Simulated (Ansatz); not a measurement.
## Dielectric response of CuCl (110) films: cost of one run

Ansatz 0.2.0; plane-wave DFT, PBEsol, Ansatz PAW. The cell holds 10 atoms.

The input, input.yaml:

```yaml
crystal:
  lattice:
    - [3.82544769, 0.0, 0.0]
    - [0.0, 5.41, 0.0]
    - [0.0, 0.0, 25.6508953724]
  atoms:
    - { symbol: Cu, position: [0.5, 0.6031914397, 0.3916488561] }
    - { symbol: Cl, position: [0.0, 0.7179729872, 0.3530766002] }
    - { symbol: Cu, position: [0.0, -0.0395934762, 0.4231221285] }
    - { symbol: Cl, position: [0.5, 0.2225811166, 0.4301206048] }
    - { symbol: Cu, position: [0.5, 0.5044971079, 0.5000000998] }
    - { symbol: Cl, position: [0.0, 0.7372005014, 0.4999999459] }
    - { symbol: Cu, position: [0.0, -0.0395942655, 0.576877816] }
    - { symbol: Cl, position: [0.5, 0.2225806836, 0.5698794218] }
    - { symbol: Cu, position: [0.5, 0.6031912485, 0.60835111] }
    - { symbol: Cl, position: [0.0, 0.7179726567, 0.6469234167] }
kpoints:
  mp_grid: { grid: [8, 6, 1] }
hamiltonian:
  xc: pbesol
scf:
  occupations: { method: fixed }
  convergence: { dr2_threshold: 1.0e-10 }
efield:
  axis: 3
  dipole_correction: true
  ramp_position: 0.97
  ramp_width: 0.06
  amplitude: -0.05
relax:
  f_tol: 0.0006
  max_steps: 70
output:
  write_potential: true
  write_density: true
  volumetric_format: npy
```

On the command line:

```console
$ ansatz run input.yaml --threads 4 --pin off --max-ram 12288MiB --backend cpu --events-out ev --progress --plain --runs-dir out
```

The cutoff in use is 420 eV. For reference, a run of the same kind (16 atoms, 20 k-points, 125 bands and 12,679 plane waves; 185 SCF cycles) took 12 min and 2.3 GiB on the same hardware.

What time and memory should one allow on 4 threads of Arm Neoverse V2, shared host?

A cutoff of 420 eV is a sphere of radius 10.5 Å⁻¹, so a cell of 531 Å³ holds about V·G³/6π² = 10,375 plane waves. At two electrons a band, the 130 electrons need 65 bands, and 13 more are carried. Symmetry cuts the 8×6×1 mesh from 48 to 20 points. The run has 20 k-points, 78 bands and 10,379 plane waves. Taking the work of a cycle as k-points × spins × bands × plane waves, that is 0.51 times the reference, or 6.1 min at the reference's 185 cycles. The run needed 216 SCF cycles over 18 ionic steps, which makes it about 7.1 min. One copy of the wavefunctions takes 0.24 GiB at 16 bytes a coefficient, against 0.47 GiB in the reference; grids, projectors and work arrays come on top. Measured: about 6.1 min, with a peak of 1.4 GiB. The estimate holds within 25 %.

[Logs are printed without paths, hosts, clocks, repeated set-up lines and the standing remarks that a program may print on its own settings, such as how far it seeks lower states.]

[Hosts, paths, dates, database ids (printed as entryN), source tags and the programs' standing remarks are cut or masked in the printed files.]

[Maps of the electrostatic potential energy from Ansatz leave out the sawtooth potential of an applied field or a dipole correction, so their vacuum need not be flat; planar profiles and work functions include it.]
